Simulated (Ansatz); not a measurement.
**Yb (bcc type): a single-point run**

The task is a single-point run on Yb (bcc type).

Method: DFT, PBE, norm-conserving pseudopotentials, Ansatz's default files, scalar-relativistic (as first typed), in Ansatz 0.2.0.

2 further runs of the same task are left out: 2 that didn't finish.

## 1. The starting structure

It takes space group Im-3m (No. 229, cubic). The conventional cell has a = 4.037 Å, b = 4.037 Å, c = 4.037 Å, α = 90.00°, β = 90.00°, γ = 90.00°. Yb (site symmetry m-3m) has 8 Yb at 3.50 Å as nearest neighbours.

Coordinates:

```
CELL_PARAMETERS angstrom
-2.01844 2.01844 2.01844
2.01844 -2.01844 2.01844
2.01844 2.01844 -2.01844
ATOMIC_POSITIONS crystal
Yb 0.00000 0.00000 0.00000
```

## 2. Running it

Input file input.yaml:

```yaml
crystal:
  lattice:
    - [-1.6822659052, 1.6822659052, 1.6822659052]
    - [1.6822659052, -1.6822659052, 1.6822659052]
    - [1.6822659052, 1.6822659052, -1.6822659052]
  atoms:
    - { symbol: Yb, position: [0.0, 0.0, 0.0] }
kpoints:
  mp_grid: { grid: [14, 14, 14] }
scf:
  occupations: { method: fermi_dirac, width: 0.08 }
hamiltonian:
  xc: pbe
  pseudopotentials: { kind: nc }
output:
  forces: true
  stress: true
  eigenvalues: true
```

The run is started by

```bash
ansatz run input.yaml --threads 1 --pin off --max-ram 3072MiB --backend cpu --events-out ev --progress --plain --runs-dir out
```

Q: Will this input give a usable result? If not, why, and what should change?

Nothing was computed: the input was turned down at the start. Its message: «no pseudopotential record for Yb at <dir> Nothing was run.»

The structure is squeezed far below its natural size. The shortest distance in the input is 2.91 Å.

The cure: restore the intended size.
